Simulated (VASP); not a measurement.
# BN (P6_3/mmc) in VASP: further runs, part 2 of 2

VASP 6.6.1. Earlier steps stand in the parts before.

**4. Relaxation of shape and atoms at fixed volume, PBE+D3(BJ) (a relaxed cell with its volume scaled by 1.06)**

Contents of INCAR:

```
  PREC = Accurate
  ENCUT = 700
  EDIFF = 1E-7
  ISMEAR = 0
  SIGMA = 0.02
  LREAL = False
  LASPH = True
  NELM = 80
  ALGO = Normal
  ISIF = 4
  LWAVE = False
  LCHARG = False
  GGA = PE
  IVDW = 12
  IBRION = 2
  NSW = 80
  EDIFFG = -0.002
```

Contents of KPOINTS:

```
regular mesh
0
Gamma
  15 15 6
```

Contents of POSCAR:

```
BN                                      
1.0
    2.5556219539      0.0000000000      0.0000000000
   -1.2778109769      2.2132335296      0.0000000000
    0.0000000000      0.0000000000      6.6889744160
  B               N             
     2     2
Direct
     0.3333333300000021    0.6666666699999979    0.2500000000000000
     0.6666666699999979    0.3333333300000021    0.7500000000000000
     0.3333333300000021    0.6666666699999979    0.7500000000000000
     0.6666666699999979    0.3333333300000021    0.2500000000000000
```

On the command line:

```
> cat potpaw_PBE.64/B/POTCAR potpaw_PBE.64/N/POTCAR > POTCAR
> mpirun -np 1 vasp_std > vasp.out
```

Wall time 1.8 min (1 thread of Intel Xeon Platinum 8488C (Sapphire Rapids), shared host); peak memory 0.23 GiB.

Results (log left out):

```
Free energy                : -35.7269 eV
Energy gained by relaxing  : 20.0 meV/atom
Ionic steps                : 3
Pressure after relaxing    : -1.3 GPa
Band gap on the k mesh     : 4.37 eV, indirect (least direct gap 4.64 eV)
Dispersion energy per atom : -0.133 eV
```

The path:
```csv
step,energy change (eV),largest force (eV/Å),pressure (GPa),volume (Å³)
1,0.0000,0.0000,-12.84,37.83
2,-0.0798,0.0000,-1.69,37.83
3,-0.0799,0.0000,-1.30,37.83
```

Final structure:
```
B N
1.0
     2.50994    0.00000    0.00000
    -1.25497    2.17368    0.00000
     0.00000    0.00000    6.93465
B N
2 2
Direct
  0.33333 0.66667 0.25000
  0.66667 0.33333 0.75000
  0.33333 0.66667 0.75000
  0.66667 0.33333 0.25000
```

Levels at points of the mesh, in eV from the valence-band top:
| k point | band 5 | band 6 | band 7 | band 8 | band 9 | band 10 | band 11 | band 12 |
| --- | --- | --- | --- | --- | --- | --- | --- | --- |
| (0.00, 0.00, 0.00) | -1.34 | -1.34 | -1.32 | -1.32 | 5.02 | 9.79 | 11.50 | 11.50 |
| (0.00, 0.00, 0.50) | -1.33 | -1.33 | -1.33 | -1.33 | 7.14 | 7.14 | 11.55 | 11.55 |

Caveat: an odd mesh through Γ misses points on the zone boundary, where band edges often lie.

**5. Relaxation of shape and atoms at fixed volume, PBE+D3(BJ) (a relaxed cell with its volume scaled by 0.91)**

INCAR is that of step 4.

KPOINTS is that of step 4.

Changes to POSCAR since step 4:

```diff
@@ -2,5 +2,5 @@
 1.0
-    2.5556219539      0.0000000000      0.0000000000
-   -1.2778109769      2.2132335296      0.0000000000
-    0.0000000000      0.0000000000      6.6889744160
+    2.4288933879      0.0000000000      0.0000000000
+   -1.2144466939      2.1034833723      0.0000000000
+    0.0000000000      0.0000000000      6.3572805461
   B               N
```

On the command line:

```
> cat potpaw_PBE.64/B/POTCAR potpaw_PBE.64/N/POTCAR > POTCAR
> mpirun -np 1 vasp_std > vasp.out
```

It took 3.2 min on 1 thread of Intel Xeon Platinum 8488C (Sapphire Rapids), shared host; peak memory 0.23 GiB.

It converged, with:

```
Free energy                : -35.6883 eV
Energy gained by relaxing  : 54.3 meV/atom
Ionic steps                : 17
Pressure after relaxing    : 4.5 GPa
Band gap on the k mesh     : 4.18 eV, indirect (least direct gap 4.41 eV)
Dispersion energy per atom : -0.160 eV
```

Step by step:
```
step  energy change (eV)  largest force (eV/Å)  pressure (GPa)  volume (Å³)
   1              0.0000                0.0000           27.51        32.48
   2             -0.2101                0.0000            0.66        32.48
   3             -0.2172                0.0000            4.44        32.48
   4             -0.2171                0.0000            4.85        32.48
   5             -0.2171                0.0000            4.85        32.48
   6             -0.2171                0.0000            4.83        32.48
   7             -0.2171                0.0000            4.83        32.48
   8             -0.2171                0.0000            4.83        32.48
   9             -0.2171                0.0000            4.83        32.48
  10             -0.2171                0.0000            4.83        32.48
  11             -0.2171                0.0000            4.82        32.48
  12             -0.2171                0.0000            4.81        32.48
  13             -0.2171                0.0000            4.79        32.48
  14             -0.2171                0.0000            4.76        32.48
  15             -0.2172                0.0000            4.68        32.48
  16             -0.2172                0.0000            4.52        32.48
  17             -0.2172                0.0000            4.47        32.48
```

Final structure:
```yaml
crystal:
  lattice:
    - [2.49706, 0.00000, 0.00000]
    - [-1.24853, 2.16251, 0.00000]
    - [0.00000, 0.00000, 6.01494]
  atoms:
    - { symbol: B, position: [0.33333, 0.66667, 0.25000] }
    - { symbol: B, position: [0.66667, 0.33333, 0.75000] }
    - { symbol: N, position: [0.33333, 0.66667, 0.75000] }
    - { symbol: N, position: [0.66667, 0.33333, 0.25000] }
```

Levels at points of the mesh, in eV from the valence-band top:
| k point | band 4 | band 5 | band 6 | band 7 | band 8 | band 9 | band 10 | band 11 | band 12 |
| --- | --- | --- | --- | --- | --- | --- | --- | --- | --- |
| (0.00, 0.00, 0.00) | -3.50 | -1.41 | -1.41 | -1.31 | -1.31 | 5.97 | 11.42 | 11.47 | 11.47 |
| (0.00, 0.00, 0.50) | -5.38 | -1.36 | -1.36 | -1.36 | -1.36 | 8.87 | 8.87 | 11.60 | 11.60 |

Caveat: an odd mesh through Γ misses points on the zone boundary, where band edges often lie.

**6. Relaxation of shape and atoms at fixed volume, PBE+D3(BJ) (a relaxed cell with its volume scaled by 1.09)**

INCAR is that of step 5.

KPOINTS is that of step 5.

Changes to POSCAR since step 5:

```diff
@@ -2,5 +2,5 @@
 1.0
-    2.4288933879      0.0000000000      0.0000000000
-   -1.2144466939      2.1034833723      0.0000000000
-    0.0000000000      0.0000000000      6.3572805461
+    2.5795076557      0.0000000000      0.0000000000
+   -1.2897538278      2.2339191541      0.0000000000
+    0.0000000000      0.0000000000      6.7514918192
   B               N
```

Potentials or basis: VASP PAW PBE potentials, release 64 (B, N).

On the command line:

```
> cat potpaw_PBE.64/B/POTCAR potpaw_PBE.64/N/POTCAR > POTCAR
> mpirun -np 1 vasp_std > vasp.out
```

Wall time 3.4 min (1 thread of Intel Xeon Platinum 8488C (Sapphire Rapids), shared host); peak memory 0.23 GiB.

The run converged. Its results:

| Quantity | Value |
| --- | --- |
| Free energy | -35.7187 eV |
| Energy gained by relaxing | 43.4 meV/atom |
| Ionic steps | 16 |
| Pressure after relaxing | -1.7 GPa |
| Band gap on the k mesh | 4.40 eV, indirect (least direct gap 4.64 eV) |
| Dispersion energy per atom | -0.129 eV |

Step by step:
| step | energy change (eV) | largest force (eV/Å) | pressure (GPa) | volume (Å³) |
| --- | --- | --- | --- | --- |
| 1 | 0.0000 | 0.0000 | -18.06 | 38.90 |
| 2 | -0.1728 | 0.0000 | -2.77 | 38.90 |
| 3 | -0.1735 | 0.0000 | -1.60 | 38.90 |
| 4 | -0.1735 | 0.0000 | -1.96 | 38.90 |
| 5 | -0.1735 | 0.0000 | -1.95 | 38.90 |
| 6 | -0.1735 | 0.0000 | -1.93 | 38.90 |
| 7 | -0.1735 | 0.0000 | -1.94 | 38.90 |
| 8 | -0.1735 | 0.0000 | -1.93 | 38.90 |
| 9 | -0.1735 | 0.0000 | -1.93 | 38.90 |
| 10 | -0.1735 | 0.0000 | -1.93 | 38.90 |
| 11 | -0.1735 | 0.0000 | -1.92 | 38.90 |
| 12 | -0.1735 | 0.0000 | -1.91 | 38.90 |
| 13 | -0.1735 | 0.0000 | -1.90 | 38.90 |
| 14 | -0.1735 | 0.0000 | -1.86 | 38.90 |
| 15 | -0.1735 | 0.0000 | -1.78 | 38.90 |
| 16 | -0.1735 | 0.0000 | -1.65 | 38.90 |

Final structure:
```cif
data_structure
_symmetry_space_group_name_H-M 'P 1'
_symmetry_Int_Tables_number 1
_cell_length_a 2.5111
_cell_length_b 2.5111
_cell_length_c 7.1243
_cell_angle_alpha 90.000
_cell_angle_beta 90.000
_cell_angle_gamma 120.000
_cell_volume 38.90
loop_
_atom_site_label
_atom_site_type_symbol
_atom_site_fract_x
_atom_site_fract_y
_atom_site_fract_z
_atom_site_occupancy
B1 B 0.33333 0.66667 0.25000 1
B2 B 0.66667 0.33333 0.75000 1
N1 N 0.33333 0.66667 0.75000 1
N2 N 0.66667 0.33333 0.25000 1
```

Levels at points of the mesh, in eV from the valence-band top:
| k point | band 6 | band 7 | band 8 | band 9 | band 10 | band 11 |
| --- | --- | --- | --- | --- | --- | --- |
| (0.00, 0.00, 0.00) | -1.34 | -1.33 | -1.33 | 4.89 | 9.47 | 11.50 |
| (0.00, 0.00, 0.50) | -1.33 | -1.33 | -1.33 | 6.87 | 6.87 | 11.53 |

Caveat: an odd mesh through Γ misses points on the zone boundary, where band edges often lie.

**7. The runs side by side**

```csv
cell,gap on the mesh (eV),pressure (GPa)
relaxed at fixed volume from: a relaxed cell with its volume scaled by 1.03,4.32,-0.8
relaxed at fixed volume from: a relaxed cell with its volume scaled by 0.94,4.19,2.5
relaxed at fixed volume from: a relaxed cell with its volume scaled by 1.06,4.37,-1.3
relaxed at fixed volume from: a relaxed cell with its volume scaled by 0.91,4.18,4.5
relaxed at fixed volume from: a relaxed cell with its volume scaled by 1.09,4.40,-1.7
```

Alike in all rows: task relaxation of shape and atoms at fixed volume; level PBE+D3(BJ); potentials or basis VASP PAW PBE potentials, release 64 (B, N); no spin polarisation; k mesh 15 × 15 × 6; cutoff (eV) 700; smearing gaussian 0.02 eV.

Caveats: an odd mesh through Γ misses points on the zone boundary, where band edges often lie.

Total energies depend on the potentials used, so only differences within one code and one set of settings carry meaning.
